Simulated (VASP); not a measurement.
Ge, 3 atoms in the cell. Symmetry: P3_121, No. 152, trigonal system. The conventional cell has a = 4.144 Å, b = 4.144 Å, c = 4.701 Å, α = 90.00°, β = 90.00°, γ = 120.00°. Ge (site symmetry 2) is surrounded by 2 Ge at 2.25 Å. The cell was built by a generator and needn't be a form met in nature.

```yaml
Program: VASP 6.6.1
Task: relaxation of cell and atoms
Functional: PBEsol
Potentials_or_basis: VASP PAW PBE potentials, release 64 (Ge_d)
Cutoff: 600 eV
k_mesh: 6 × 6 × 4
Occupations: gaussian, width 0.1 eV
Spin: no spin polarisation
Dipole_correction: no
Further_INCAR_settings: ALGO = Normal; EDIFF = 1e-07; IBRION = 2; EDIFFG = -0.04; NSW = 90; ISIF = 3
```

Potentials or basis: VASP PAW PBE potentials, release 64 (Ge_d).

Run with:

```bash
$ cat potpaw_PBE.64/Ge_d/POTCAR > POTCAR
$ mpirun -np 1 vasp_std > vasp.out
```

Hardware: 1 thread of Intel(R) Xeon(R) Platinum 8488C (Sapphire Rapids), with other jobs on the host.

Q: How long does it take, and how much memory?

A: Wall time 13 min on 1 thread of Intel(R) Xeon(R) Platinum 8488C (Sapphire Rapids), on a shared host, peak memory 0.24 GiB. Counts: scf iterations 207, k points 24, ion steps 24.
